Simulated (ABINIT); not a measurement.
# Al (Fm-3m) in ABINIT: a series of runs

One crystal, Al, is run at these levels: LDA, PBE; tasks: single point.

Everything below comes from runs of ABINIT 10.8.3 (patched build). Logs are shortened: lines on timing, memory, paths and dates and some standing lists are left out, and cuts for length are marked. The log counts tension as positive stress, the text compression.

### Step 1. The crystal as given

The structure is cubic, space group Fm-3m (No. 225). The conventional cell has a = 4.050 Å, b = 4.050 Å, c = 4.050 Å, α = 90.00°, β = 90.00°, γ = 90.00°. Al (site symmetry m-3m) is surrounded by 12 Al at 2.86 Å.

### Step 2. Single point, LDA

Input file run.abi:

```
# Pseudopotentials
pp_dirpath "./"
pseudos "Al.upf"

# Structure
acell 5.4112434042 5.4112434042 5.4112434042
rprim
     0.0000000000     0.7071067812     0.7071067812
     0.7071067812     0.0000000000     0.7071067812
     0.7071067812     0.7071067812     0.0000000000
ntypat 1
znucl 13
natom 1
typat 1
xcart
     0.0000000000     0.0000000000     0.0000000000

# Plane-wave basis
ecut 435.382180 eV

# k points
kptopt 1
ngkpt 8 8 8
nshiftk 1
shiftk 0.0 0.0 0.0

# Exchange and correlation
ixc 7

# Bands and occupations
nband 6
occopt 3
tsmear 0.05 eV

# SCF cycle
nstep 100
tolvrs 1.0e-10

# Output
iomode 3
prtwf 0
prtden 0
prteig 0
prtebands 0
enunit 1
```

Potentials or basis: PseudoDojo NC SR LDA v0.4.1 standard.

The run is started by

```console
abinit run.abi > log 2>&1
```

run.abo:

```text
.Version 10.8.3 of ABINIT
 Symmetries : space group Fm -3 m (#225); Bravais cF (face-center cubic)
================================================================================
 Values of the parameters that define the memory need of the present run
     intxc =       0    ionmov =       0      iscf =       7    lmnmax =       6
     lnmax =       6     mgfft =      20  mpssoang =       3    mqgrid =    3001
     natom =       1  nloc_mem =       1    nspden =       1   nspinor =       1
    nsppol =       1      nsym =      48    n1xccc =    2501    ntypat =       1
    occopt =       3   xclevel =       1
       mpw =         360          nfft =        8000          nkpt =          29
================================================================================
================================================================================

--------------------------------------------------------------------------------
------------- Echo of variables that govern the present computation ------------
--------------------------------------------------------------------------------
 -outvars: echo values of preprocessed input variables --------
            acell      5.4112434042E+00  5.4112434042E+00  5.4112434042E+00 Bohr
              amu      2.69815390E+01
             ecut      1.60000000E+01 Hartree
           enunit           1
              ixc           7
         kptrlatt        8    0    0      0    8    0      0    0    8
          kptrlen      4.32899472E+01
            natom           1
            nband           6
            ngfft          20      20      20
             nkpt          29
            nstep         100
             nsym          48
           ntypat           1
           occopt           3
           prtden           0
        prtebands           0
           prteig           0
            prtwf           0
            rprim      0.0000000000E+00  7.0710678120E-01  7.0710678120E-01
                       7.0710678120E-01  0.0000000000E+00  7.0710678120E-01
                       7.0710678120E-01  7.0710678120E-01  0.0000000000E+00
          spgroup         225
           tolvrs      1.00000000E-10
           tsmear      1.83746611E-03 Hartree
            typat      1
            znucl       13.00000

================================================================================

 chkinp: Checking input parameters for consistency.

================================================================================
== DATASET  1 ==================================================================

--- !DatasetInfo
iteration_state: {dtset: 1, }
dimensions: {natom: 1, nkpt: 29, mband: 6, nsppol: 1, nspinor: 1, nspden: 1, mpw: 360, }
cutoff_energies: {ecut:  16.0, pawecutdg:  -1.0, }
electrons: {nelect:   3.00000000E+00, charge:   0.00000000E+00, occopt:   3.00000000E+00, tsmear:   1.83746611E-03, }
meta: {optdriver: 0, ionmov: 0, optcell: 0, iscf: 7, paral_kgb: 0, }
...

 Exchange-correlation functional for the present dataset will be:
  LDA: Perdew-Wang 92 LSD fit to Ceperley-Alder data - ixc=7
  J.P.Perdew and Y.Wang, PRB 45, 13244 (1992)

 Real(R)+Recip(G) space primitive vectors, cartesian coordinates (Bohr,Bohr^-1):
 R(1)=  0.0000000  3.8263269  3.8263269  G(1)= -0.1306736  0.1306736  0.1306736
 R(2)=  3.8263269  0.0000000  3.8263269  G(2)=  0.1306736 -0.1306736  0.1306736
 R(3)=  3.8263269  3.8263269  0.0000000  G(3)=  0.1306736  0.1306736 -0.1306736
 Unit cell volume ucvol=  1.1204080E+02 bohr^3
 Angles (23,13,12)=  6.00000000E+01  6.00000000E+01  6.00000000E+01 degrees

 getcut: wavevector=  0.0000  0.0000  0.0000  ngfft=  20  20  20
         ecut(hartree)=     16.000   => boxcut(ratio)=   2.05262

--- Pseudopotential description ------------------------------------------------
- pspini: atom type   1  psp file is ./Al.upf
12 -1012 2 -1 1854                            pspcod,pspxc,lmax,lloc,mmax
     nproj     2     2     2

   1.72317429E+00                                ecore*ucvol(ha*bohr**3)
--------------------------------------------------------------------------------

================================================================================

--- !BeginCycle
iteration_state: {dtset: 1, }
solver: {iscf: 7, nstep: 100, nline: 4, wfoptalg: 0, }
tolerances: {tolvrs: 1.00E-10, }
...

     iter   Etot(hartree)      deltaE(h)  residm     vres2
 ETOT  1  -2.3617000529800    -2.362E+00 3.638E-02 5.515E-01
 ETOT  2  -2.3625360916305    -8.360E-04 1.363E-03 2.367E-02
 ETOT  3  -2.3625409088697    -4.817E-06 6.115E-04 9.527E-05
 ETOT  4  -2.3625409355811    -2.671E-08 3.647E-04 3.243E-07
 ETOT  5  -2.3625409356508    -6.974E-11 9.853E-04 3.390E-09
 ETOT  6  -2.3625409356515    -7.034E-13 5.213E-04 1.713E-11

 At SCF step    6       vres2   =  1.71E-11 < tolvrs=  1.00E-10 =>converged.

 Cartesian components of stress tensor (hartree/bohr^3)
  sigma(1 1)=  1.40382878E-04  sigma(3 2)=  0.00000000E+00
  sigma(2 2)=  1.40382878E-04  sigma(3 1)=  0.00000000E+00
  sigma(3 3)=  1.40382878E-04  sigma(2 1)=  0.00000000E+00

--- !ResultsGS
iteration_state: {dtset: 1, }
comment   : Summary of ground state results
lattice_vectors:
- [  0.0000000,   3.8263269,   3.8263269, ]
- [  3.8263269,   0.0000000,   3.8263269, ]
- [  3.8263269,   3.8263269,   0.0000000, ]
lattice_lengths: [   5.41124,    5.41124,    5.41124, ]
lattice_angles: [ 60.000,  60.000,  60.000, ] # degrees, (23, 13, 12)
lattice_volume:   1.1204080E+02
convergence: {deltae: -7.034E-13, res2:  1.713E-11, residm:  5.213E-04, diffor: null, }
etotal    :  -2.36254094E+00
entropy   :   0.00000000E+00
fermie    :   2.77858982E-01
cartesian_stress_tensor: # hartree/bohr^3
- [  1.40382878E-04,   0.00000000E+00,   0.00000000E+00, ]
- [  0.00000000E+00,   1.40382878E-04,   0.00000000E+00, ]
- [  0.00000000E+00,   0.00000000E+00,   1.40382878E-04, ]
pressure_GPa:  -4.1302E+00
xred      :
- [  0.0000E+00,   0.0000E+00,   0.0000E+00, Al]
cartesian_forces: # hartree/bohr
- [ -0.00000000E+00,  -0.00000000E+00,  -0.00000000E+00, ]
force_length_stats: {min:   0.00000000E+00, max:   0.00000000E+00, mean:   0.00000000E+00, }
...

 Integrated electronic density in atomic spheres:
 ------------------------------------------------
 Atom  Sphere_radius  Integrated_density
    1        2.00000          0.87908883
================================================================================

 ----iterations are completed or convergence reached----

 Mean square residual over all n,k,spin=   36.878E-07; max=  52.134E-05
 reduced coordinates (array xred) for    1 atoms
       0.000000000000      0.000000000000      0.000000000000
 rms dE/dt=  0.0000E+00; max dE/dt=  0.0000E+00; dE/dt below (all hartree)
    1       0.000000000000      0.000000000000      0.000000000000

 cartesian coordinates (angstrom) at end:
    1      0.00000000000000     0.00000000000000     0.00000000000000

 cartesian forces (hartree/bohr) at end:
    1     -0.00000000000000    -0.00000000000000    -0.00000000000000
 frms,max,avg= 0.0000000E+00 0.0000000E+00   0.000E+00  0.000E+00  0.000E+00 h/b

 cartesian forces (eV/Angstrom) at end:
    1     -0.00000000000000    -0.00000000000000    -0.00000000000000
 frms,max,avg= 0.0000000E+00 0.0000000E+00   0.000E+00  0.000E+00  0.000E+00 e/A
 length scales=  5.411243404200  5.411243404200  5.411243404200 bohr
              =  2.863506690209  2.863506690209  2.863506690209 angstroms
 Fermi (or HOMO) energy (eV) =   7.56093   Average Vxc (eV)=  -9.92201
 Eigenvalues (   eV  ) for nkpt=  29  k points:
 kpt#   1, nband=  6, wtk=  0.00195, kpt=  0.0000  0.0000  0.0000 (reduced coord)
  -3.55071   20.05604   20.05604   20.05604   21.31551   21.31551
 prteigrs : prtvol=0 or 1, do not print more k-points.

--- !EnergyTerms
iteration_state     : {dtset: 1, }
comment             : Components of total free energy in Hartree
kinetic             :  8.55953499389842E-01
hartree             :  3.74077165300344E-03
xc                  : -1.11050882758814E+00
Ewald energy        : -2.69604242414010E+00
psp_core            :  1.53798817509893E-02
local_psp           :  1.47465228475049E-01
non_local_psp       :  4.21620737837068E-01
internal            : -2.36239113262228E+00
'-kT*entropy'       : -1.49803029233545E-04
total_energy        : -2.36254093565152E+00
total_energy_eV     : -6.42880139219547E+01
band_energy         :  3.44189799584503E-01
...

 Cartesian components of stress tensor (hartree/bohr^3)
  sigma(1 1)=  1.40382878E-04  sigma(3 2)=  0.00000000E+00
  sigma(2 2)=  1.40382878E-04  sigma(3 1)=  0.00000000E+00
  sigma(3 3)=  1.40382878E-04  sigma(2 1)=  0.00000000E+00

-Cartesian components of stress tensor (GPa)         [Pressure= -4.1302E+00 GPa]
- sigma(1 1)=  4.13020688E+00  sigma(3 2)=  0.00000000E+00
- sigma(2 2)=  4.13020688E+00  sigma(3 1)=  0.00000000E+00
- sigma(3 3)=  4.13020688E+00  sigma(2 1)=  0.00000000E+00

== END DATASET(S) ==============================================================
================================================================================

 -outvars: echo values of variables after computation  --------
            acell      5.4112434042E+00  5.4112434042E+00  5.4112434042E+00 Bohr
           etotal     -2.3625409357E+00
            fcart     -0.0000000000E+00 -0.0000000000E+00 -0.0000000000E+00
            rprim      0.0000000000E+00  7.0710678120E-01  7.0710678120E-01
                       7.0710678120E-01  0.0000000000E+00  7.0710678120E-01
                       7.0710678120E-01  7.0710678120E-01  0.0000000000E+00
           strten      1.4038287841E-04  1.4038287841E-04  1.4038287841E-04
                       0.0000000000E+00  0.0000000000E+00  0.0000000000E+00
 Calculation completed.
```

It took 1.4 s on 1 thread of Intel Xeon 6975P-C (Granite Rapids), shared host; peak memory 0.05 GiB.

Results:

| Property | Result |
| --- | --- |
| Free energy | -64.2880 eV |
| Pressure | -4.1 GPa |
| Band gap on the k mesh | none (metal or under the smearing width) |
| Valence electrons inside the program's atomic spheres | Al 0.88 (radii [1.0584] Å) |

Levels at points of the mesh, in eV from the Fermi level:
```tsv
k point	band 1	band 2	band 3	band 4	band 5
(0.00, 0.00, 0.00)	-11.11	12.50	12.50	12.50	13.75
(0.50, 0.00, 0.00)	-4.57	-4.44	11.12	11.12	11.37
(0.50, 0.50, 0.00)	-2.93	-1.67	5.26	5.46	5.46
```

### Step 3. Single point, LDA

Input file run.abi:

```
pp_dirpath "./"
pseudos "Al.upf"

acell 2.8635066922 2.8635066922 2.8635066922 Angstrom
rprim
     0.0000000000     0.7071067812     0.7071067812
     0.7071067812     0.0000000000     0.7071067812
     0.7071067812     0.7071067812     0.0000000000
ntypat 1
znucl 13
natom 1
typat 1
xred
     0.0000000000     0.0000000000     0.0000000000

ecut 16.0

kptopt 1
ngkpt 8 8 8
nshiftk 1
shiftk 0.0 0.0 0.0

ixc 7

nband 6
occopt 3
tsmear 0.00183747

nstep 100
tolvrs 1.0e-10

iomode 3
prtwf 0
prtden 0
prteig 0
prtebands 0
enunit 1
```

Potentials or basis: PseudoDojo NC SR LDA v0.4.1 standard.

The run is started by

```console
abinit run.abi > log 2>&1
```

Wall time 2.6 s (1 thread of Arm Neoverse N1, shared host); peak memory 0.05 GiB.

It converged, with:

| Quantity | Value |
| --- | --- |
| Free energy | -64.2880 eV |
| Pressure | -4.1 GPa |
| Band gap on the k mesh | none (metal or under the smearing width) |
| Valence electrons inside the program's atomic spheres | Al 0.88 (radii [1.0584] Å) |

Levels at points of the mesh, in eV from the Fermi level:
| k point | band 1 | band 2 | band 3 | band 4 |
| --- | --- | --- | --- | --- |
| (0.00, 0.00, 0.00) | -11.11 | 12.50 | 12.50 | 12.50 |
| (0.50, 0.00, 0.00) | -4.57 | -4.44 | 11.12 | 11.12 |
| (0.50, 0.50, 0.00) | -2.93 | -1.67 | 5.26 | 5.46 |

Caveat: the cutoff is short for stress, so the pressure is rough.

### Step 4. Single point, PBE

Input file run.abi:

```
pp_dirpath "./"
pseudos "Al.upf"

acell 3*1.0
rprim
     0.0000000000     3.8263269058     3.8263269058
     3.8263269058     0.0000000000     3.8263269058
     3.8263269058     3.8263269058     0.0000000000
ntypat 1
znucl 13
natom 1
typat 1
xcart
     0.0000000000     0.0000000000     0.0000000000 Angstrom

ecut 16.0

kptopt 1
ngkpt 8 8 8
nshiftk 1
shiftk 0.0 0.0 0.0

ixc 11

nband 6
occopt 3
tsmear 0.05 eV

nstep 100
tolvrs 1.0e-10

iomode 3
prtwf 0
prtden 0
prteig 0
prtebands 0
```

Potentials or basis: PseudoDojo NC SR PBE v0.4.1 standard.

The run is started by

```console
abinit run.abi > log 2>&1
```

run.abo:

```text
.Version 10.8.3 of ABINIT
 Symmetries : space group Fm -3 m (#225); Bravais cF (face-center cubic)
================================================================================
 Values of the parameters that define the memory need of the present run
     intxc =       0    ionmov =       0      iscf =       7    lmnmax =       6
     lnmax =       6     mgfft =      20  mpssoang =       3    mqgrid =    3001
     natom =       1  nloc_mem =       1    nspden =       1   nspinor =       1
    nsppol =       1      nsym =      48    n1xccc =    2501    ntypat =       1
    occopt =       3   xclevel =       2
       mpw =         360          nfft =        8000          nkpt =          29
================================================================================
================================================================================

--------------------------------------------------------------------------------
------------- Echo of variables that govern the present computation ------------
--------------------------------------------------------------------------------
 -outvars: echo values of preprocessed input variables --------
            acell      1.0000000000E+00  1.0000000000E+00  1.0000000000E+00 Bohr
              amu      2.69815390E+01
             ecut      1.60000000E+01 Hartree
              ixc          11
         kptrlatt        8    0    0      0    8    0      0    0    8
          kptrlen      4.32899472E+01
            natom           1
            nband           6
            ngfft          20      20      20
             nkpt          29
            nstep         100
             nsym          48
           ntypat           1
           occopt           3
           prtden           0
        prtebands           0
           prteig           0
            prtwf           0
            rprim      0.0000000000E+00  3.8263269058E+00  3.8263269058E+00
                       3.8263269058E+00  0.0000000000E+00  3.8263269058E+00
                       3.8263269058E+00  3.8263269058E+00  0.0000000000E+00
          spgroup         225
           tolvrs      1.00000000E-10
           tsmear      1.83746611E-03 Hartree
            typat      1
            znucl       13.00000

================================================================================

 chkinp: Checking input parameters for consistency.

[... 86 lines left out ...]
================================================================================

 ----iterations are completed or convergence reached----

 Mean square residual over all n,k,spin=   26.206E-07; max=  38.816E-05
 reduced coordinates (array xred) for    1 atoms
       0.000000000000      0.000000000000      0.000000000000
 rms dE/dt=  0.0000E+00; max dE/dt=  0.0000E+00; dE/dt below (all hartree)
    1       0.000000000000      0.000000000000      0.000000000000

 cartesian coordinates (angstrom) at end:
    1      0.00000000000000     0.00000000000000     0.00000000000000

 cartesian forces (hartree/bohr) at end:
    1     -0.00000000000000    -0.00000000000000    -0.00000000000000
 frms,max,avg= 0.0000000E+00 0.0000000E+00   0.000E+00  0.000E+00  0.000E+00 h/b

 cartesian forces (eV/Angstrom) at end:
    1     -0.00000000000000    -0.00000000000000    -0.00000000000000
 frms,max,avg= 0.0000000E+00 0.0000000E+00   0.000E+00  0.000E+00  0.000E+00 e/A
 length scales=  1.000000000000  1.000000000000  1.000000000000 bohr
              =  0.529177210544  0.529177210544  0.529177210544 angstroms
 Fermi (or HOMO) energy (hartree) =   0.25435   Average Vxc (hartree)=  -0.36330
 Eigenvalues (hartree) for nkpt=  29  k points:
 kpt#   1, nband=  6, wtk=  0.00195, kpt=  0.0000  0.0000  0.0000 (reduced coord)
  -0.15508    0.71526    0.71526    0.71526    0.76896    0.76896
      occupation numbers for kpt#   1
   2.00000    0.00000    0.00000    0.00000    0.00000    0.00000
 prteigrs : prtvol=0 or 1, do not print more k-points.

--- !EnergyTerms
iteration_state     : {dtset: 1, }
comment             : Components of total free energy in Hartree
kinetic             :  8.51318034639283E-01
hartree             :  3.82206855556108E-03
xc                  : -1.08175552654304E+00
Ewald energy        : -2.69604242416377E+00
psp_core            :  1.09283547422865E-01
local_psp           :  1.20612388418832E-01
non_local_psp       :  3.75563901583864E-01
internal            : -2.31719801008640E+00
'-kT*entropy'       : -1.51173166941720E-04
total_energy        : -2.31734918325334E+00
total_energy_eV     : -6.30582836923153E+01
band_energy         :  2.72225318118307E-01
...

 Cartesian components of stress tensor (hartree/bohr^3)
  sigma(1 1)=  2.90267790E-05  sigma(3 2)=  0.00000000E+00
  sigma(2 2)=  2.90267790E-05  sigma(3 1)=  0.00000000E+00
  sigma(3 3)=  2.90267790E-05  sigma(2 1)=  0.00000000E+00

-Cartesian components of stress tensor (GPa)         [Pressure= -8.5400E-01 GPa]
- sigma(1 1)=  8.53997323E-01  sigma(3 2)=  0.00000000E+00
- sigma(2 2)=  8.53997323E-01  sigma(3 1)=  0.00000000E+00
- sigma(3 3)=  8.53997323E-01  sigma(2 1)=  0.00000000E+00

== END DATASET(S) ==============================================================
================================================================================

 -outvars: echo values of variables after computation  --------
            acell      1.0000000000E+00  1.0000000000E+00  1.0000000000E+00 Bohr
           etotal     -2.3173491833E+00
            fcart     -0.0000000000E+00 -0.0000000000E+00 -0.0000000000E+00
            rprim      0.0000000000E+00  3.8263269058E+00  3.8263269058E+00
                       3.8263269058E+00  0.0000000000E+00  3.8263269058E+00
                       3.8263269058E+00  3.8263269058E+00  0.0000000000E+00
           strten      2.9026779021E-05  2.9026779021E-05  2.9026779021E-05
                       0.0000000000E+00  0.0000000000E+00  0.0000000000E+00
 Calculation completed.
```

Run time: 1.8 s. Hardware: 1 thread of Arm Neoverse V1, shared host; peak memory 0.05 GiB.

What came out:

```
Free energy                                           : -63.0583 eV
Pressure                                              : -0.9 GPa
Band gap on the k mesh                                : none (metal or under the smearing width)
Valence electrons inside the program's atomic spheres : Al 0.86 (radii [1.0584] Å)
```

Caveat: the cutoff is short for stress, so the pressure is rough.
